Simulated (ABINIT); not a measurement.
Crystal: Mo.

```
Mo
1.0
    -1.58381    1.58381    1.58381
     1.58381   -1.58381    1.58381
     1.58381    1.58381   -1.58381
Mo
1
Direct
  0.00000 0.00000 0.00000
```

Base run:

```yaml
Program: ABINIT 10.8.3 (patched build)
Functional: PBE
Potentials_or_basis: JTH PAW PBE v2.0
Cutoff: 408 eV
k_mesh: 12 × 12 × 12
Occupations: fermi-dirac, width 0.05 eV
Spin: no spin polarisation
```

Its results: band gap on the k mesh none (metal or under the smearing width); pressure -1.7 GPa.

After a change of settings the same cell gave: band gap on the k mesh none (metal or under the smearing width); pressure -0.8 GPa. Which change was it?
A. k mesh from 12 × 12 × 12 to 7 × 7 × 7
B. potentials or basis from JTH PAW PBE v2.0 to SG15 NC PBE v1.2; cutoff from 408 eV to 1088 eV
C. functional from PBE to AM05; spin from no spin polarisation to spin-orbit coupling, no magnetisation
D. functional from PBE to AM05

A.

Caveats: some runs use coarse meshes.

Not every run made on this cell is shown here.
